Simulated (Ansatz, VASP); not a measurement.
**Hf: VASP beside Ansatz**

Contents of INCAR:

```
SYSTEM = Hf
ALGO = Fast
EDIFF = 1E-6
EDIFFG = -0.01
ENCUT = 600
GGA = PE
IBRION = 2
ISIF = 3
ISMEAR = 0
LASPH = .TRUE.
LCHARG = .FALSE.
LREAL = .FALSE.
LWAVE = .FALSE.
NELM = 80
NSW = 80
PREC = Accurate
SIGMA = 0.1
```

The input KPOINTS:

```
k-points
0
G
  16 16 16
  0 0 0
```

Contents of POSCAR:

```
Hf
1.0
    0.0000000000      2.2464239818      2.2464239818
    2.2464239818      0.0000000000      2.2464239818
    2.2464239818      2.2464239818      0.0000000000
Hf
1
Direct
    0.0000000000      0.0000000000      0.0000000000
```

Input for Ansatz:

```yaml
crystal:
  lattice:
    - [0.0, 2.2464239818, 2.2464239818]
    - [2.2464239818, 0.0, 2.2464239818]
    - [2.2464239818, 2.2464239818, 0.0]
  atoms:
    - { symbol: Hf, position: [0.0, 0.0, 0.0] }
basis:
  ecutwfc: 420
kpoints:
  mp_grid: { grid: [16, 16, 16] }
hamiltonian:
  xc: pbe
scf:
  occupations: { method: gaussian, width: 0.1 }
output:
  forces: true
  stress: true
  eigenvalues: true
relax:
  adjacent_minimum: "off"
  f_tol: 0.01
  max_steps: 60
  cell: { stress_tol: 0.1 }
```

Alike in both runs: task relaxation of cell and atoms; functional PBE; k mesh 16 × 16 × 16; occupations gaussian, width 0.1 eV; no spin polarisation.

|  | VASP | Ansatz |
| --- | --- | --- |
| version | VASP 6.6.1 | Ansatz 0.2.0 |
| potentials or method | VASP PAW PBE potentials, release 64 (Hf_pv) | scalar-relativistic, plane waves, PAW |
| plane-wave cutoff (eV) | 600 | 420 |
| valence electrons in the cell | 10 | 26 |

|  | VASP | Ansatz | Ansatz less VASP |
| --- | --- | --- | --- |
| gap on the k mesh at the Fermi level, each at its own relaxed structure (eV) | none | none | - |
| relaxed volume (Å³/atom) | 22.45 | 22.56 | +0.109 |
| relaxed cell length with the largest relative difference (Å) | 3.166 | 3.172 | +0.0051 |

A gap of «none» marks a metal or a gap that the smearing closes. The two sets of potentials don't hold the same shells in valence.

The runs have no spin-orbit coupling, so splittings on Hf are missing.
